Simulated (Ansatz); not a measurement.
The system is ZrS.

```
Zr S
1.0
     0.00000    2.62500    2.62500
     2.62500    0.00000    2.62500
     2.62500    2.62500    0.00000
Zr S
1 1
Direct
  0.00000 0.00000 0.00000
  0.50000 0.50000 0.50000
```

* Program: Ansatz 0.2.0
* Task: relaxation of cell and atoms
* Functional: PBEsol
* Potentials or basis: PseudoDojo PBEsol
* Cutoff: 898 eV
* Density cutoff: 3592 eV
* k mesh: 9 × 9 × 9
* Occupations: gaussian, width 0.05 eV
* Spin: no spin polarisation

At the start: pressure -6.4 GPa; volume 18.09 Å³/atom.

**Question.** Where does the relaxation end?

**Answer.** Over 9 steps the energy falls by 17.7 meV/atom and the volume is 17.22 Å³/atom (-4.8 %); space group Fm-3m (No. 225, to 0.05 Å).

The path:
```
step  energy change (eV)  largest force (eV/Å)  pressure (GPa)  volume (Å³)
   1              0.0000                0.0000           -6.40        36.18
   2             -0.0140                0.0000           -5.08        35.79
   3             -0.0305                0.0000           -2.52        35.09
   4             -0.0348                0.0000            0.94        34.27
   5             -0.0348                0.0000            0.88        34.28
   6             -0.0350                0.0000            0.76        34.30
   7             -0.0351                0.0000            0.60        34.34
   8             -0.0353                0.0000            0.40        34.39
   9             -0.0354                0.0000            0.18        34.44
```

Final structure:
```
CELL_PARAMETERS angstrom
0.00000 2.58229 2.58229
2.58229 0.00000 2.58229
2.58229 2.58229 0.00000
ATOMIC_POSITIONS crystal
Zr 0.00000 0.00000 0.00000
S 0.50000 0.50000 0.50000
```
